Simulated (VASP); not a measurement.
# PtS2 (P-3m1) in VASP: notebook, part 3 of 9

VASP 6.6.1. The steps go on from the part before.

### 17 Equation of state, r2SCAN, 17.71 Å³/atom

Input file INCAR:

```
PREC     = Accurate       # precision mode
ENCUT    = 250            # plane-wave cutoff, eV
EDIFF    = 1E-7           # SCF threshold, eV
ISMEAR   = 0              # smearing method
SIGMA    = 0.05           # smearing width, eV
LREAL    = F              # projectors in reciprocal space
LASPH    = T              # aspherical terms in the spheres
NELM     = 100            # most SCF steps
ALGO     = Normal         # electronic algorithm
ISIF     = 2              # what is computed and relaxed
LWAVE    = F              # write WAVECAR
LCHARG   = F              # write CHGCAR
METAGGA  = R2SCAN         # meta-GGA
LMIXTAU  = T            
ADDGRID  = F
```

Input file KPOINTS:

```
Automatic mesh
0
Gamma
  2 2 1
```

Input file POSCAR:

```
PtS2
1.0
    3.5074076539      0.0000000000      0.0000000000
   -1.7537038269      3.0375041297      0.0000000000
    0.0000000000      0.0000000000      4.9878995503
Pt S
1 2
Direct
    0.0000000000      0.0000000000      0.0000000000
    0.6666666667      0.3333333333      0.7730000000
    0.3333333333      0.6666666667      0.2270000000
```

Launch:

```bash
$ cat potpaw_PBE.64/Pt/POTCAR potpaw_PBE.64/S/POTCAR > POTCAR
$ mpirun -np 1 vasp_std > vasp.out
```

Wall time 13 s (1 thread of Intel Xeon Platinum 8559C (Emerald Rapids), shared host); peak memory 0.12 GiB.

The run converged, but a check on its numbers failed (symmetry, net force, bounds or a known fault of this set-up), so they aren't taken as properties of the crystal.

Caveat: the k mesh is coarse (spacing up to 1.26 Å⁻¹), so the values aren't converged; the cutoff lies under the usual one of these potentials, so the numbers hold a large basis-set error; the PAW data sets were made with another functional, which shifts forces and pressure a little; spin-orbit coupling is left out, which moves the levels of the heavy elements; an odd mesh through Γ misses points on the zone boundary, where band edges often lie.

### 18 Equation of state, r2SCAN, 18.81 Å³/atom

INCAR is that of step 17.

KPOINTS is that of step 17.

Input file POSCAR:

```
PtS2
1.0
    3.5782834698      0.0000000000      0.0000000000
   -1.7891417349      3.0988843868      0.0000000000
    0.0000000000      0.0000000000      5.0886923537
Pt S
1 2
Direct
    0.0000000000      0.0000000000      0.0000000000
    0.6666666667      0.3333333333      0.7730000000
    0.3333333333      0.6666666667      0.2270000000
```

Potentials or basis: VASP PAW PBE potentials, release 64 (Pt, S).

Launch:

```bash
$ cat potpaw_PBE.64/Pt/POTCAR potpaw_PBE.64/S/POTCAR > POTCAR
$ mpirun -np 1 vasp_std > vasp.out
```

Run time: 11 s. Hardware: 1 thread of Intel Xeon Platinum 8559C (Emerald Rapids), shared host; peak memory 0.12 GiB.

The run converged, but a check on its numbers failed (symmetry, net force, bounds or a known fault of this set-up), so they aren't taken as properties of the crystal.

Caveat: the k mesh is coarse (spacing up to 1.23 Å⁻¹), so the values aren't converged; the cutoff lies under the usual one of these potentials, so the numbers hold a large basis-set error; the PAW data sets were made with another functional, which shifts forces and pressure a little; spin-orbit coupling is left out, which moves the levels of the heavy elements; an odd mesh through Γ misses points on the zone boundary, where band edges often lie.

### 19 Equation of state, r2SCAN, 17.71 Å³/atom

INCAR: that of step 18 with these lines changed.

```diff
@@ -1,3 +1,3 @@
 PREC     = Accurate       # precision mode
-ENCUT    = 250            # plane-wave cutoff, eV
+ENCUT    = 300            # plane-wave cutoff, eV
 EDIFF    = 1E-7           # SCF threshold, eV
```

KPOINTS is that of step 18.

Input file POSCAR:

```
PtS2
1.0
    3.5074076539      0.0000000000      0.0000000000
   -1.7537038269      3.0375041297      0.0000000000
    0.0000000000      0.0000000000      4.9878995503
Pt S
1 2
Direct
    0.0000000000      0.0000000000      0.0000000000
    0.6666666667      0.3333333333      0.7730000000
    0.3333333333      0.6666666667      0.2270000000
```

Launch:

```bash
$ cat potpaw_PBE.64/Pt/POTCAR potpaw_PBE.64/S/POTCAR > POTCAR
$ mpirun -np 1 vasp_std > vasp.out
```

Wall time 14 s (1 thread of Intel Xeon Platinum 8559C (Emerald Rapids), shared host); peak memory 0.13 GiB.

These settings aren't checked as converged: the numbers below hold their error.

Results:

| Item | Value |
| --- | --- |
| Free energy | -69.7493 eV |
| Pressure | 7.4 GPa |
| Largest force | 0.205 eV/Å |
| Band gap on the k mesh | 2.08 eV, indirect (least direct gap 2.75 eV) |

Caveat: the k mesh is coarse (spacing up to 1.26 Å⁻¹), so the values aren't converged; the cutoff is under 1.25 times the usual one of these potentials, so pressure, stress and relaxed cells hold a basis-set (Pulay) error; the PAW data sets were made with another functional, which shifts forces and pressure a little; spin-orbit coupling is left out, which moves the levels of the heavy elements; an odd mesh through Γ misses points on the zone boundary, where band edges often lie.

### 20 Equation of state, r2SCAN, 18.81 Å³/atom

INCAR is that of step 19.

KPOINTS is that of step 19.

Input file POSCAR:

```
PtS2
1.0
    3.5782834698      0.0000000000      0.0000000000
   -1.7891417349      3.0988843868      0.0000000000
    0.0000000000      0.0000000000      5.0886923537
Pt S
1 2
Direct
    0.0000000000      0.0000000000      0.0000000000
    0.6666666667      0.3333333333      0.7730000000
    0.3333333333      0.6666666667      0.2270000000
```

Launch:

```bash
$ cat potpaw_PBE.64/Pt/POTCAR potpaw_PBE.64/S/POTCAR > POTCAR
$ mpirun -np 1 vasp_std > vasp.out
```

It took 14 s on 1 thread of Intel Xeon Platinum 8559C (Emerald Rapids), shared host; peak memory 0.13 GiB.

These settings aren't checked as converged: the numbers below hold their error.

Results:

```yaml
Free_energy: -69.8108 eV
Pressure: -2.1 GPa
Largest_force: 0.548 eV/Å
Band_gap_on_the_k_mesh: 1.89 eV, indirect (least direct gap 2.54 eV)
```

Caveat: the k mesh is coarse (spacing up to 1.23 Å⁻¹), so the values aren't converged; the cutoff is under 1.25 times the usual one of these potentials, so pressure, stress and relaxed cells hold a basis-set (Pulay) error; the PAW data sets were made with another functional, which shifts forces and pressure a little; spin-orbit coupling is left out, which moves the levels of the heavy elements; an odd mesh through Γ misses points on the zone boundary, where band edges often lie.

### 21 Equation of state, r2SCAN, 17.71 Å³/atom

INCAR: that of step 20 with these lines changed.

```diff
@@ -1,3 +1,3 @@
 PREC     = Accurate       # precision mode
-ENCUT    = 300            # plane-wave cutoff, eV
+ENCUT    = 350            # plane-wave cutoff, eV
 EDIFF    = 1E-7           # SCF threshold, eV
```

KPOINTS is that of step 20.

Input file POSCAR:

```
PtS2
1.0
    3.5074076539      0.0000000000      0.0000000000
   -1.7537038269      3.0375041297      0.0000000000
    0.0000000000      0.0000000000      4.9878995503
Pt S
1 2
Direct
    0.0000000000      0.0000000000      0.0000000000
    0.6666666667      0.3333333333      0.7730000000
    0.3333333333      0.6666666667      0.2270000000
```

Potentials or basis: VASP PAW PBE potentials, release 64 (Pt, S).

Launch:

```bash
$ cat potpaw_PBE.64/Pt/POTCAR potpaw_PBE.64/S/POTCAR > POTCAR
$ mpirun -np 1 vasp_std > vasp.out
```

Run time: 14 s. Hardware: 1 thread of Intel Xeon Platinum 8559C (Emerald Rapids), shared host; peak memory 0.14 GiB.

The run converged, but some of its settings lie outside the range that counts as converged, so its numbers aren't taken as properties of the crystal.

What came out:

* Free energy: -69.7476 eV
* Pressure: 7.7 GPa
* Largest force: 0.202 eV/Å
* Band gap on the k mesh: 2.07 eV, indirect (least direct gap 2.75 eV)

Caveat: the k mesh is coarse (spacing up to 1.26 Å⁻¹), so the values aren't converged; the PAW data sets were made with another functional, which shifts forces and pressure a little; spin-orbit coupling is left out, which moves the levels of the heavy elements; an odd mesh through Γ misses points on the zone boundary, where band edges often lie.

### 22 Equation of state, r2SCAN, 18.81 Å³/atom

INCAR is that of step 21.

KPOINTS is that of step 21.

Input file POSCAR:

```
PtS2
1.0
    3.5782834698      0.0000000000      0.0000000000
   -1.7891417349      3.0988843868      0.0000000000
    0.0000000000      0.0000000000      5.0886923537
Pt S
1 2
Direct
    0.0000000000      0.0000000000      0.0000000000
    0.6666666667      0.3333333333      0.7730000000
    0.3333333333      0.6666666667      0.2270000000
```

Launch:

```bash
$ cat potpaw_PBE.64/Pt/POTCAR potpaw_PBE.64/S/POTCAR > POTCAR
$ mpirun -np 1 vasp_std > vasp.out
```

Wall time 15 s (1 thread of Intel Xeon Platinum 8559C (Emerald Rapids), shared host); peak memory 0.15 GiB.

The run converged, but some of its settings lie outside the range that counts as converged, so its numbers aren't taken as properties of the crystal.

What came out:

| Quantity | Value |
| --- | --- |
| Free energy | -69.8069 eV |
| Pressure | -1.9 GPa |
| Largest force | 0.550 eV/Å |
| Band gap on the k mesh | 1.88 eV, indirect (least direct gap 2.54 eV) |

Caveat: the k mesh is coarse (spacing up to 1.23 Å⁻¹), so the values aren't converged; the PAW data sets were made with another functional, which shifts forces and pressure a little; spin-orbit coupling is left out, which moves the levels of the heavy elements; an odd mesh through Γ misses points on the zone boundary, where band edges often lie.

### 23 Equation of state, r2SCAN, 17.71 Å³/atom

INCAR: that of step 22 with these lines changed.

```diff
@@ -1,3 +1,3 @@
 PREC     = Accurate       # precision mode
-ENCUT    = 350            # plane-wave cutoff, eV
+ENCUT    = 400            # plane-wave cutoff, eV
 EDIFF    = 1E-7           # SCF threshold, eV
```

KPOINTS is that of step 22.

Input file POSCAR:

```
PtS2
1.0
    3.5074076539      0.0000000000      0.0000000000
   -1.7537038269      3.0375041297      0.0000000000
    0.0000000000      0.0000000000      4.9878995503
Pt S
1 2
Direct
    0.0000000000      0.0000000000      0.0000000000
    0.6666666667      0.3333333333      0.7730000000
    0.3333333333      0.6666666667      0.2270000000
```

Launch:

```bash
$ cat potpaw_PBE.64/Pt/POTCAR potpaw_PBE.64/S/POTCAR > POTCAR
$ mpirun -np 1 vasp_std > vasp.out
```

Run time: 17 s. Hardware: 1 thread of Intel Xeon Platinum 8559C (Emerald Rapids), shared host; peak memory 0.15 GiB.

These settings aren't checked as converged: the numbers below hold their error.

Results:

```
Free energy            : -69.7492 eV
Pressure               : 7.9 GPa
Largest force          : 0.203 eV/Å
Band gap on the k mesh : 2.07 eV, indirect (least direct gap 2.75 eV)
```

Caveat: the k mesh is coarse (spacing up to 1.26 Å⁻¹), so the values aren't converged; the PAW data sets were made with another functional, which shifts forces and pressure a little; spin-orbit coupling is left out, which moves the levels of the heavy elements; an odd mesh through Γ misses points on the zone boundary, where band edges often lie.

### 24 Equation of state, r2SCAN, 18.81 Å³/atom

INCAR is that of step 23.

KPOINTS is that of step 23.

Input file POSCAR:

```
PtS2
1.0
    3.5782834698      0.0000000000      0.0000000000
   -1.7891417349      3.0988843868      0.0000000000
    0.0000000000      0.0000000000      5.0886923537
Pt S
1 2
Direct
    0.0000000000      0.0000000000      0.0000000000
    0.6666666667      0.3333333333      0.7730000000
    0.3333333333      0.6666666667      0.2270000000
```

Potentials or basis: VASP PAW PBE potentials, release 64 (Pt, S).

Launch:

```bash
$ cat potpaw_PBE.64/Pt/POTCAR potpaw_PBE.64/S/POTCAR > POTCAR
$ mpirun -np 1 vasp_std > vasp.out
```

Run time: 15 s. Hardware: 1 thread of Intel Xeon Platinum 8559C (Emerald Rapids), shared host; peak memory 0.15 GiB.

The run converged, but some of its settings lie outside the range that counts as converged, so its numbers aren't taken as properties of the crystal.

What came out:

```yaml
Free_energy: -69.8079 eV
Pressure: -1.7 GPa
Largest_force: 0.550 eV/Å
Band_gap_on_the_k_mesh: 1.88 eV, indirect (least direct gap 2.53 eV)
```

Caveat: the k mesh is coarse (spacing up to 1.23 Å⁻¹), so the values aren't converged; the PAW data sets were made with another functional, which shifts forces and pressure a little; spin-orbit coupling is left out, which moves the levels of the heavy elements; an odd mesh through Γ misses points on the zone boundary, where band edges often lie.

### 25 Equation of state, r2SCAN, 17.71 Å³/atom

INCAR: that of step 24 with these lines changed.

```diff
@@ -1,3 +1,3 @@
 PREC     = Accurate       # precision mode
-ENCUT    = 400            # plane-wave cutoff, eV
+ENCUT    = 500            # plane-wave cutoff, eV
 EDIFF    = 1E-7           # SCF threshold, eV
```

KPOINTS is that of step 24.

Input file POSCAR:

```
PtS2
1.0
    3.5074076539      0.0000000000      0.0000000000
   -1.7537038269      3.0375041297      0.0000000000
    0.0000000000      0.0000000000      4.9878995503
Pt S
1 2
Direct
    0.0000000000      0.0000000000      0.0000000000
    0.6666666667      0.3333333333      0.7730000000
    0.3333333333      0.6666666667      0.2270000000
```

Launch:

```bash
$ cat potpaw_PBE.64/Pt/POTCAR potpaw_PBE.64/S/POTCAR > POTCAR
$ mpirun -np 1 vasp_std > vasp.out
```

It took 16 s on 1 thread of Intel Xeon Platinum 8559C (Emerald Rapids), shared host; peak memory 0.17 GiB.

These settings aren't checked as converged: the numbers below hold their error.

Results:

- Free energy: -69.7498 eV
- Pressure: 7.9 GPa
- Largest force: 0.203 eV/Å
- Band gap on the k mesh: 2.07 eV, indirect (least direct gap 2.75 eV)

Caveat: the k mesh is coarse (spacing up to 1.26 Å⁻¹), so the values aren't converged; the PAW data sets were made with another functional, which shifts forces and pressure a little; spin-orbit coupling is left out, which moves the levels of the heavy elements; an odd mesh through Γ misses points on the zone boundary, where band edges often lie.

### 26 Equation of state, r2SCAN, 18.81 Å³/atom

INCAR is that of step 25.

KPOINTS is that of step 25.

Input file POSCAR:

```
PtS2
1.0
    3.5782834698      0.0000000000      0.0000000000
   -1.7891417349      3.0988843868      0.0000000000
    0.0000000000      0.0000000000      5.0886923537
Pt S
1 2
Direct
    0.0000000000      0.0000000000      0.0000000000
    0.6666666667      0.3333333333      0.7730000000
    0.3333333333      0.6666666667      0.2270000000
```

Launch:

```bash
$ cat potpaw_PBE.64/Pt/POTCAR potpaw_PBE.64/S/POTCAR > POTCAR
$ mpirun -np 1 vasp_std > vasp.out
```

Wall time 17 s (1 thread of Intel Xeon Platinum 8559C (Emerald Rapids), shared host); peak memory 0.17 GiB.

The run converged, but some of its settings lie outside the range that counts as converged, so its numbers aren't taken as properties of the crystal.

What came out:

```
Free energy            : -69.8085 eV
Pressure               : -1.7 GPa
Largest force          : 0.549 eV/Å
Band gap on the k mesh : 1.88 eV, indirect (least direct gap 2.53 eV)
```

Caveat: the k mesh is coarse (spacing up to 1.23 Å⁻¹), so the values aren't converged; the PAW data sets were made with another functional, which shifts forces and pressure a little; spin-orbit coupling is left out, which moves the levels of the heavy elements; an odd mesh through Γ misses points on the zone boundary, where band edges often lie.

### 27 Equation of state, r2SCAN, 17.71 Å³/atom

INCAR: that of step 26 with these lines changed.

```diff
@@ -1,3 +1,3 @@
 PREC     = Accurate       # precision mode
-ENCUT    = 500            # plane-wave cutoff, eV
+ENCUT    = 600            # plane-wave cutoff, eV
 EDIFF    = 1E-7           # SCF threshold, eV
```

KPOINTS is that of step 26.

Input file POSCAR:

```
PtS2
1.0
    3.5074076539      0.0000000000      0.0000000000
   -1.7537038269      3.0375041297      0.0000000000
    0.0000000000      0.0000000000      4.9878995503
Pt S
1 2
Direct
    0.0000000000      0.0000000000      0.0000000000
    0.6666666667      0.3333333333      0.7730000000
    0.3333333333      0.6666666667      0.2270000000
```

Potentials or basis: VASP PAW PBE potentials, release 64 (Pt, S).

Launch:

```bash
$ cat potpaw_PBE.64/Pt/POTCAR potpaw_PBE.64/S/POTCAR > POTCAR
$ mpirun -np 1 vasp_std > vasp.out
```

It took 18 s on 1 thread of Intel Xeon Platinum 8559C (Emerald Rapids), shared host; peak memory 0.18 GiB.

The run converged, but some of its settings lie outside the range that counts as converged, so its numbers aren't taken as properties of the crystal.

What came out:

```
Free energy            : -69.7497 eV
Pressure               : 7.9 GPa
Largest force          : 0.204 eV/Å
Band gap on the k mesh : 2.07 eV, indirect (least direct gap 2.75 eV)
```

Caveat: the k mesh is coarse (spacing up to 1.26 Å⁻¹), so the values aren't converged; the PAW data sets were made with another functional, which shifts forces and pressure a little; spin-orbit coupling is left out, which moves the levels of the heavy elements; an odd mesh through Γ misses points on the zone boundary, where band edges often lie.

### 28 Equation of state, r2SCAN, 18.81 Å³/atom

INCAR is that of step 27.

KPOINTS is that of step 27.

Input file POSCAR:

```
PtS2
1.0
    3.5782834698      0.0000000000      0.0000000000
   -1.7891417349      3.0988843868      0.0000000000
    0.0000000000      0.0000000000      5.0886923537
Pt S
1 2
Direct
    0.0000000000      0.0000000000      0.0000000000
    0.6666666667      0.3333333333      0.7730000000
    0.3333333333      0.6666666667      0.2270000000
```

Launch:

```bash
$ cat potpaw_PBE.64/Pt/POTCAR potpaw_PBE.64/S/POTCAR > POTCAR
$ mpirun -np 1 vasp_std > vasp.out
```

Run time: 20 s. Hardware: 1 thread of Intel Xeon Platinum 8559C (Emerald Rapids), shared host; peak memory 0.19 GiB.

These settings aren't checked as converged: the numbers below hold their error.

What came out:

| Quantity | Value |
| --- | --- |
| Free energy | -69.8086 eV |
| Pressure | -1.7 GPa |
| Largest force | 0.548 eV/Å |
| Band gap on the k mesh | 1.88 eV, indirect (least direct gap 2.53 eV) |

Caveat: the k mesh is coarse (spacing up to 1.23 Å⁻¹), so the values aren't converged; the PAW data sets were made with another functional, which shifts forces and pressure a little; spin-orbit coupling is left out, which moves the levels of the heavy elements; an odd mesh through Γ misses points on the zone boundary, where band edges often lie.

### 29 Equation of state, r2SCAN, 17.71 Å³/atom

INCAR: that of step 28 with these lines changed.

```diff
@@ -1,3 +1,3 @@
 PREC     = Accurate       # precision mode
-ENCUT    = 600            # plane-wave cutoff, eV
+ENCUT    = 250            # plane-wave cutoff, eV
 EDIFF    = 1E-7           # SCF threshold, eV
```

Input file KPOINTS:

```
Automatic mesh
0
Gamma
  3 3 2
```

Input file POSCAR:

```
PtS2
1.0
    3.5074076539      0.0000000000      0.0000000000
   -1.7537038269      3.0375041297      0.0000000000
    0.0000000000      0.0000000000      4.9878995503
Pt S
1 2
Direct
    0.0000000000      0.0000000000      0.0000000000
    0.6666666667      0.3333333333      0.7730000000
    0.3333333333      0.6666666667      0.2270000000
```

Launch:

```bash
$ cat potpaw_PBE.64/Pt/POTCAR potpaw_PBE.64/S/POTCAR > POTCAR
$ mpirun -np 1 vasp_std > vasp.out
```

Wall time 17 s (1 thread of Intel Xeon Platinum 8559C (Emerald Rapids), shared host); peak memory 0.12 GiB.

The run converged, but a check on its numbers failed (symmetry, net force, bounds or a known fault of this set-up), so they aren't taken as properties of the crystal.

Caveat: the k mesh is coarse (spacing up to 0.69 Å⁻¹), so the values aren't converged; the cutoff lies under the usual one of these potentials, so the numbers hold a large basis-set error; the PAW data sets were made with another functional, which shifts forces and pressure a little; spin-orbit coupling is left out, which moves the levels of the heavy elements; an odd mesh through Γ misses points on the zone boundary, where band edges often lie.

### 30 Equation of state, r2SCAN, 18.81 Å³/atom

INCAR is that of step 29.

KPOINTS is that of step 29.

Input file POSCAR:

```
PtS2
1.0
    3.5782834698      0.0000000000      0.0000000000
   -1.7891417349      3.0988843868      0.0000000000
    0.0000000000      0.0000000000      5.0886923537
Pt S
1 2
Direct
    0.0000000000      0.0000000000      0.0000000000
    0.6666666667      0.3333333333      0.7730000000
    0.3333333333      0.6666666667      0.2270000000
```

Potentials or basis: VASP PAW PBE potentials, release 64 (Pt, S).

Launch:

```bash
$ cat potpaw_PBE.64/Pt/POTCAR potpaw_PBE.64/S/POTCAR > POTCAR
$ mpirun -np 1 vasp_std > vasp.out
```

It took 15 s on 1 thread of Intel Xeon Platinum 8559C (Emerald Rapids), shared host; peak memory 0.12 GiB.

The run converged, but a check on its numbers failed (symmetry, net force, bounds or a known fault of this set-up), so they aren't taken as properties of the crystal.

Caveat: the k mesh is coarse (spacing up to 0.68 Å⁻¹), so the values aren't converged; the cutoff lies under the usual one of these potentials, so the numbers hold a large basis-set error; the PAW data sets were made with another functional, which shifts forces and pressure a little; spin-orbit coupling is left out, which moves the levels of the heavy elements; an odd mesh through Γ misses points on the zone boundary, where band edges often lie.

(Continued in part 4 of 9.)
